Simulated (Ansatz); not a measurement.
Si:

```xyz
8
Lattice="4.7132 2.7212 1.8840 -4.7132 2.7212 1.8840 0.0000 -5.4424 1.8840" Properties=species:S:1:pos:R:3 pbc="T T T"
Si    2.3644   -2.4326    2.3565
Si    0.0000    0.0000    1.6230
Si    0.9245    3.2640    2.3565
Si   -2.3644    2.4326    3.2955
Si   -0.9245   -3.2640    3.2955
Si    0.0000    0.0000    4.0290
Si    3.2889    0.8313    3.2955
Si   -3.2889   -0.8313    2.3565
```

This isn't the form of Si at room conditions, which is diamond.

Base run:

```yaml
Program: Ansatz 0.2.0
Functional: LDA
Potentials_or_basis: Ansatz PAW
Cutoff: 420 eV
Density_cutoff: 1680 eV
k_mesh: 6 × 6 × 6
Occupations: fermi-dirac, width 0.05 eV
Spin: no spin polarisation
```

Its results: band gap on the k mesh none (metal or under the smearing width); pressure -2.7 GPa; largest force 0.080 eV/Å.

The run is repeated on the same cell with these changes: functional from LDA to r2SCAN; cutoff from 420 eV to 500 eV; density cutoff from 1680 eV to 2000 eV. What comes out?

Band gap on the k mesh none (metal or under the smearing width); pressure 0.3 GPa; largest force 0.011 eV/Å.

Caveats: the PAW data sets come from PBE, with cores solved anew for the run's functional, which leaves a small shift of forces and pressure.

Not every run made on this cell is shown here.
